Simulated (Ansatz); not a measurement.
## Rh: do energies and stresses tell the same story?

Method: DFT PBE, scalar-relativistic, plane waves, PAW in Ansatz 0.2.0.

Plane waves to 420 eV, a k mesh through Γ of 18×18×10 on the computed 2-atom cell and Gaussian smearing (0.10 eV); no spin polarisation.

Relaxed cell: P6_3/mmc, a = 2.725 Å, b = 2.725 Å, c = 4.385 Å, α = 90.00°, β = 90.00°, γ = 120.00°, 2 atoms in the primitive cell. This form isn't the element's structure at ambient conditions.

Energies at zero smearing and pressures from the stress tensor, at volumes with shape and atoms relaxed:
```tsv
V (Å³/atom)	E − E(first) (meV/atom)	P (GPa)
12.405	0.00	45.24
12.828	-99.40	30.65
13.251	-163.61	18.51
13.674	-198.54	8.40
14.097	-209.10	0.00
14.520	-199.41	-6.97
14.943	-172.94	-12.74
15.506	-116.47	-18.91
```

Task: Check P = −dE/dV between neighbouring volumes, and get the bulk modulus from the pressures alone.

Result: With 1 eV/Å³ = 160.2 GPa:
```csv
middle V (Å³/atom),−ΔE/ΔV (GPa),mean P (GPa)
12.617,37.659,37.947
13.040,24.325,24.580
13.462,13.232,13.457
13.885,4.001,4.205
14.308,-3.668,-3.482
14.731,-10.030,-9.856
15.225,-16.045,-15.825
```

The two differ by 0.29 GPa at most. The mean of two end pressures misses the average over a step by about ΔV² P″/12, up to 0.22 GPa here; with that taken off 0.08 GPa remains. The stress is the derivative of the free energy, not of the energy at zero smearing, and with free energies 0.00 GPa remains. Around V = 14.097 Å³/atom, the two neighbours give B = −V ΔP/ΔV = 14.097 × 15.37 / 0.846 = 256.2 GPa, against B0 = 254.9 GPa from the Birch–Murnaghan fit of the energies.